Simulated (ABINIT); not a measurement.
# Ce (Fm-3m) in ABINIT: optical spectrum with PBE

Aim: the optical spectrum of Ce with PBE.

Program: ABINIT 10.8.3 (patched build). These are calculated values, not measurements. Logs are shortened: lines on timing, memory, paths and dates and some standing lists are left out, and cuts for length are marked. The log counts tension as positive stress, the text compression.

### Step 1. Starting point

Symmetry: Fm-3m, No. 225, cubic system. The conventional cell has a = 5.161 Å, b = 5.161 Å, c = 5.161 Å, α = 90.00°, β = 90.00°, γ = 90.00°. Around Ce (site symmetry m-3m) lie 12 Ce at 3.65 Å.

### Step 2. Optical spectrum, PBE, collinear spin, ferromagnetic start

run.abi

```
ndtset 3

pp_dirpath "./"
pseudos "Ce.upf"

acell 3*1.0 Angstrom
rprim
     0.0000000000     2.5806000000     2.5806000000
     2.5806000000     0.0000000000     2.5806000000
     2.5806000000     2.5806000000     0.0000000000
ntypat 1
znucl 58
natom 1
typat 1
xred
            0.0            0.0            0.0

ecut 20.0

ngkpt 10 10 10
nshiftk 4
shiftk
     0.5000000000     0.5000000000     0.5000000000
     0.5000000000     0.0000000000     0.0000000000
     0.0000000000     0.5000000000     0.0000000000
     0.0000000000     0.0000000000     0.5000000000
istwfk *1

ixc 11

occopt 4
tsmear 0.00734986

nsppol 2
spinat
     0.0000000000     0.0000000000     1.0000000000

nstep 80

iomode 3
prteig 0
prtebands 0

nband1 13
tolvrs1 1.0e-12
prtden1 1
prtwf1 0
kptopt1 1

iscf2 -3
getden2 1
nband2 22
nbdbuf2 4
tolwfr2 1.0e-12
nstep2 120
prtden2 0
kptopt2 1

optdriver3 8
wfk_task3 "wfk_optics_fullbz"
getwfk3 2
nband3 18
kptopt3 1
prtevk3 1
inclvkb3 2
```

optic.abi

```
&FILES
 ddkfile_1 = 'runo_DS3_1_EVK.nc',
 ddkfile_2 = 'runo_DS3_2_EVK.nc',
 ddkfile_3 = 'runo_DS3_3_EVK.nc',
 wfkfile = 'runo_DS3_WFK.nc'
/
&PARAMETERS
 broadening = 0.005512,
 domega = 0.002,
 maxomega = 0.8,
 scissor = 0.000000,
 tolerance = 0.002
/
&COMPUTATIONS
 num_lin_comp = 1,
 lin_comp = 11,
 num_nonlin_comp = 0
/
```

Potentials or basis: PseudoDojo NC SR PBE v0.4 lanthanides 3+ (4f in core; v0.4.1 standard for the other elements).

Command:

```
abinit run.abi > log 2>&1
optic optic.abi > optic.log 2>&1
```

run.abo:

```text
.Version 10.8.3 of ABINIT
 DATASET    1 : space group Fm -3 m (#225); Bravais cF (face-center cubic)
================================================================================
 Values of the parameters that define the memory need for DATASET  1.
     intxc =       0    ionmov =       0      iscf =       7    lmnmax =       7
     lnmax =       7     mgfft =      30  mpssoang =       4    mqgrid =    3001
     natom =       1  nloc_mem =       1    nspden =       2   nspinor =       1
    nsppol =       2      nsym =      48    n1xccc =    2501    ntypat =       1
    occopt =       4   xclevel =       2
       mpw =        1008          nfft =       27000          nkpt =         110
================================================================================
================================================================================
[... 13 lines left out ...]
 DATASET    3 : space group Fm -3 m (#225); Bravais cF (face-center cubic)
================================================================================
 Values of the parameters that define the memory need for DATASET  3.
     intxc =       0    ionmov =       0      iscf =       7    lmnmax =       7
     lnmax =       7     mgfft =      30  mpssoang =       4    mqgrid =    3001
     natom =       1  nloc_mem =       1    nspden =       2   nspinor =       1
    nsppol =       2      nsym =      48    n1xccc =    2501    ntypat =       1
    occopt =       4   xclevel =       2
       mpw =        1008          nfft =       27000          nkpt =         110
================================================================================
================================================================================

--------------------------------------------------------------------------------
------------- Echo of variables that govern the present computation ------------
--------------------------------------------------------------------------------
 -outvars: echo values of preprocessed input variables --------
            acell      1.8897261259E+00  1.8897261259E+00  1.8897261259E+00 Bohr
              amu      1.40115000E+02
             ecut      2.00000000E+01 Hartree
           getden1          0
           getden2          1
           getden3          0
           getwfk1          0
           getwfk2          0
           getwfk3          2
             iscf1          7
             iscf2         -3
             iscf3          7
              ixc          11
           jdtset        1    2    3
                       outvar_i_n : Printing only first  50 k-points.
         kptrlatt       10  -10   10    -10   10   10    -10  -10   10
          kptrlen      9.75325448E+01
            natom           1
            nband1         13
            nband2         22
            nband3         18
           nbdbuf1          0
           nbdbuf2          4
           nbdbuf3          0
           ndtset           3
            ngfft          30      30      30
             nkpt         110
           nspden           2
           nsppol           2
[... 834 lines left out ...]
   0.00000    0.00000    0.00000    0.00000    0.00000    0.00000    0.00000    0.00000
   0.00000    0.00000    0.00000    0.00000    0.00000    0.00000
 prteigrs : prtvol=0 or 1, do not print more k-points.

 Eigenvalues (hartree) for nkpt= 110  k points, SPIN DOWN:
 kpt#   1, nband= 22, wtk=  0.00600, kpt= -0.0500 -0.1000  0.0000 (reduced coord)
  -1.00098   -0.34613   -0.34261   -0.34228    0.15632    0.31665    0.33343    0.33381
   0.40715    0.42233    0.60446    0.68506    0.72601    0.73244    0.84032    1.07049
   1.07955    1.13545    1.17218    1.24413    1.27890    1.28091
      occupation numbers for kpt#   1
   1.00000    1.00000    1.00000    1.00000    1.00000    0.00000    0.00000    0.00000
   0.00000    0.00000    0.00000    0.00000    0.00000    0.00000    0.00000    0.00000
   0.00000    0.00000    0.00000    0.00000    0.00000    0.00000
 prteigrs : prtvol=0 or 1, do not print more k-points.

--- !EnergyTerms
iteration_state     : {dtset: 2, }
comment             : Components of total free energy in Hartree
kinetic             :  8.39529060370419E+00
hartree             :  3.68997696009314E+00
xc                  : -8.14524405995688E+00
Ewald energy        : -2.84401638471800E+01
psp_core            :  1.74803319897422E+00
local_psp           : -1.53821866159634E+01
non_local_psp       :  2.40259519247295E+00
internal            : -3.57316985678559E+01
'-kT*entropy'       : -8.62589538740617E-05
total_energy        : -3.57317848268097E+01
...

--- !EnergyTermsDC
iteration_state     : {dtset: 2, }
comment             : '"Double-counting" decomposition of free energy'
band_energy         : -3.46513470552776E+00
Ewald energy        : -2.84401638471800E+01
psp_core            :  1.74803319897422E+00
xc_dc               : -5.57443325498787E+00
internal            : -3.57316986087214E+01
'-kT*entropy'       : -8.62589538740617E-05
total_energy_dc     : -3.57317848676753E+01
...

================================================================================
== DATASET  3 ==================================================================

--- !DatasetInfo
iteration_state: {dtset: 3, }
dimensions: {natom: 1, nkpt: 110, mband: 18, nsppol: 2, nspinor: 1, nspden: 2, mpw: 1008, }
cutoff_energies: {ecut:  20.0, pawecutdg:  -1.0, }
electrons: {nelect:   1.10000000E+01, charge:   0.00000000E+00, occopt:   4.00000000E+00, tsmear:   7.34986000E-03, }
meta: {optdriver: 8, wfk_task: 7, }
...

 mkfilename : getwfk/=0, take file _WFK from output of DATASET   2.

 Exchange-correlation functional for the present dataset will be:
  GGA: Perdew-Burke-Ernzerhof functional - ixc=11
  J.P.Perdew, K.Burke, M.Ernzerhof, PRL 77, 3865 (1996)

--------------------------------------------------------------------------------

 Computation of velocity matrix elements (DDK)

 Parameters extracted from the Abinit header:
    ecut:     20.0
    nkpt:    4000
    mband:   22
    nsppol:  2
    nspinor: 1
    useylm:  0
    inclvkb: 2
    bmin: 1, bmax: 22
    Computing diagonal and off-diagonal matrix elements
    Between band index bmin: 1, bmax: 22

== END DATASET(S) ==============================================================
================================================================================

 -outvars: echo values of variables after computation  --------
            acell      1.8897261259E+00  1.8897261259E+00  1.8897261259E+00 Bohr
           etotal1    -3.5731784868E+01
           etotal2    -3.5731784868E+01
           etotal3     0.0000000000E+00
            fcart1    -0.0000000000E+00 -0.0000000000E+00 -0.0000000000E+00
            fcart3     0.0000000000E+00  0.0000000000E+00  0.0000000000E+00
            rprim      0.0000000000E+00  2.5806000000E+00  2.5806000000E+00
                       2.5806000000E+00  0.0000000000E+00  2.5806000000E+00
                       2.5806000000E+00  2.5806000000E+00  0.0000000000E+00
           strten1    -1.0175441620E-04 -1.0175441620E-04 -1.0175441620E-04
                       0.0000000000E+00  0.0000000000E+00  0.0000000000E+00
           strten3     0.0000000000E+00  0.0000000000E+00  0.0000000000E+00
                       0.0000000000E+00  0.0000000000E+00  0.0000000000E+00
 Calculation completed.
```

It took 3.7 min on 1 thread of Intel Xeon 6975P-C (Granite Rapids), shared host; peak memory 3.2 GiB.

Results:

- Free energy: -972.3114 eV
- Pressure: 3.0 GPa
- Net moment: 0.00 μB per cell

Dielectric function (mean over the directions given):
| energy (eV) | real part | imaginary part |
| --- | --- | --- |
| 0.33 | 68.17 | 14.18 |
| 0.98 | 20.47 | 49.01 |
| 1.63 | -8.91 | 27.32 |
| 2.29 | -3.86 | 17.34 |
| 2.94 | -5.26 | 13.04 |
| 3.70 | -5.12 | 8.10 |
| 4.35 | -4.04 | 3.63 |
| 5.01 | -3.17 | 2.50 |
| 5.66 | -1.89 | 2.32 |
| 6.31 | -1.03 | 1.37 |
| 7.08 | 0.00 | 1.88 |
| 7.73 | -0.62 | 1.86 |
| 8.38 | -0.62 | 1.25 |
| 9.03 | -0.01 | 0.60 |
| 9.69 | 0.37 | 0.65 |
| 10.45 | 0.39 | 0.71 |
| 11.10 | 0.61 | 0.72 |
| 11.76 | 0.78 | 0.56 |
| 12.41 | 0.77 | 0.56 |
| 13.06 | 0.94 | 0.45 |
| 13.82 | 1.10 | 0.41 |
| 14.48 | 1.31 | 0.26 |
| 15.13 | 1.52 | 0.31 |
| 15.78 | 1.84 | 0.27 |
| 16.44 | 2.37 | 0.30 |
| 17.20 | 3.56 | 1.39 |
| 17.85 | 2.94 | 2.94 |
| 18.50 | 1.46 | 3.85 |
| 19.16 | 0.01 | 2.63 |
| 19.92 | 0.34 | 2.01 |

Caveat: the cutoff is short for stress, so the pressure is rough; the intraband (Drude) term is left out; the magnetic or orbital state may not be the lowest; spectra need much finer meshes, so this one isn't converged; independent-particle spectra lack excitons; spin-orbit coupling is left out, which moves the levels of the heavy elements; the 4f electrons are frozen in the core as for a trivalent ion, so they carry no moment and show no levels.
